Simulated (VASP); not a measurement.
# C: molecular dynamics with a thermostat, by thermostat

C, Fd-3m (no. 227), 8 atoms in the cell. PBE, molecular dynamics; PAW potentials C (PBE set).

| Thermostat | Mean temperature (K) | Rise of the mean potential energy above the start (meV/atom) | Electronic steps per ionic step after the first | Time (s) |
|---|---|---|---|---|
| none (NVE) | 149 | 17.3 | 4.0 | 189 |
| velocity scaling every 10 steps | 292 | 34.2 | 4.0 | 162 |
| Nose-Hoover, SMASS 0 | 311 | 36.1 | 4.0 | 165 |
| Nose-Hoover, SMASS 5 | 364 | 42.3 | 4.0 | 175 |
| Andersen, probability 0.5 | 222 | 45.6 | 4.6 | 192 |
| Andersen, probability 0.05 | 279 | 34.7 | 4.1 | 173 |
| Langevin, friction 1/ps | 205 | 23.1 | 4.0 | 167 |
| Langevin, friction 50/ps | 286 | 32.8 | 4.7 | 189 |
| Nose-Hoover chain of 4, period 10 steps, NRESPA 2, NS 3 | 304 | 34.0 | 4.0 | 168 |
| Nose-Hoover chain of 3, period 40 steps | 283 | 32.8 | 4.0 | 165 |
| CSVR, period 20 steps | 286 | 33.0 | 4.0 | 180 |

Limits: rows 1, 3, 4, 5, 6, 7, 8, 9, 10, 11: 339 fs of 8 atoms are too short for converged averages; the cell is only 3.6 Å across, so each atom moves in step with near copies of itself; row 2: 330 fs of 8 atoms are too short for converged averages.

## Input of the first row

INCAR:
```
SYSTEM = C
GGA = PE ; PREC = Normal
ENCUT = 400 ; EDIFF = 1E-5
NELMIN = 4 ; NELM = 60
ALGO = Normal ; LREAL = Auto
LASPH = .TRUE. ; ISMEAR = 0
SIGMA = 0.05 ; ISYM = 0
LWAVE = .FALSE. ; LCHARG = .FALSE.
IBRION = 0 ; NSW = 339
POTIM = 1.0 ; TEBEG = 300
TEEND = 300 ; ISIF = 2
RANDOM_SEED = 897685 0 0 ; MDALGO = 1
ANDERSEN_PROB = 0.0 ; KPAR = 4
```

KPOINTS:
```
k-points
0
Gamma
  3 3 3
```

POSCAR:
```
C
1.0
    3.5667400000      0.0000000000      0.0000000000
    0.0000000000      3.5667400000      0.0000000000
    0.0000000000      0.0000000000      3.5667400000
C
8
Direct
    0.2500000000      0.2500000000      0.2500000000
    0.5000000000      0.0000000000      0.5000000000
    0.2500000000      0.7500000000      0.7500000000
    0.5000000000      0.5000000000      0.0000000000
    0.7500000000      0.2500000000      0.7500000000
    0.0000000000      0.0000000000      0.0000000000
    0.7500000000      0.7500000000      0.2500000000
    0.0000000000      0.5000000000      0.5000000000
```

Commands:
```
cat potpaw_PBE.64/C/POTCAR > POTCAR
mpirun -np 4 vasp_std > vasp.out
```

Changes of the last row against the first:
```
- MDALGO = 1
- ANDERSEN_PROB = 0.0
+ MDALGO = 5
+ CSVR_PERIOD = 20
```

VASP 6.6.1 took 189 s on 4 cores (Intel Xeon 6975P-C (Granite Rapids)), a shared host.
